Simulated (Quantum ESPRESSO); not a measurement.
The system is InP.

```xyz
2
Lattice="0.0000 2.9305 2.9305 2.9305 0.0000 2.9305 2.9305 2.9305 0.0000" Properties=species:S:1:pos:R:3 pbc="T T T"
In    0.0000    0.0000    0.0000
P     4.3957    4.3957    4.3957
```

| Property | Result |
| --- | --- |
| Program | Quantum ESPRESSO 7.5 |
| Task | phonons |
| Functional | RPBE |
| Potentials or basis | PseudoDojo 0.4.1 SR PBE standard |
| Cutoff | 952 eV |
| Density cutoff | 3810 eV |
| k mesh | 8 × 8 × 8, shifted |
| Occupations | fermi-dirac, width 0.05 eV |
| Spin | no spin polarisation |
| Mixing beta | 0.5 |
| Most SCF iterations | 120 |
| SCF threshold | 4e-10 Ry |

The cell and the atoms were relaxed first, to 27.13 Å³/atom (a = 4.250 Å, b = 4.250 Å, c = 4.250 Å, α = 60.00°, β = 60.00°, γ = 60.00°), and the response was taken there.

The first run showed a gap, so the response started from a second, tighter run with fixed occupations.

Problem. What is the highest optical frequency at the zone centre, leaving out the macroscopic field of polar modes?

Solution. 277 cm⁻¹, a mode of symmetry T2 (IR and Raman).

Optical modes at Γ, degenerate ones joined, polar ones without the macroscopic field:
| cm⁻¹ | components | symmetry | active in | IR intensity, summed ((D/Å)²/amu) |
| --- | --- | --- | --- | --- |
| 277 | 3 | T2 | IR and Raman | 20.07 |

Caveat: the potentials were made for another functional, which shifts forces and pressure; the shifted mesh misses Γ, where the gap is smaller or closed, so treating the crystal as an insulator may be wrong and the dielectric response too small.
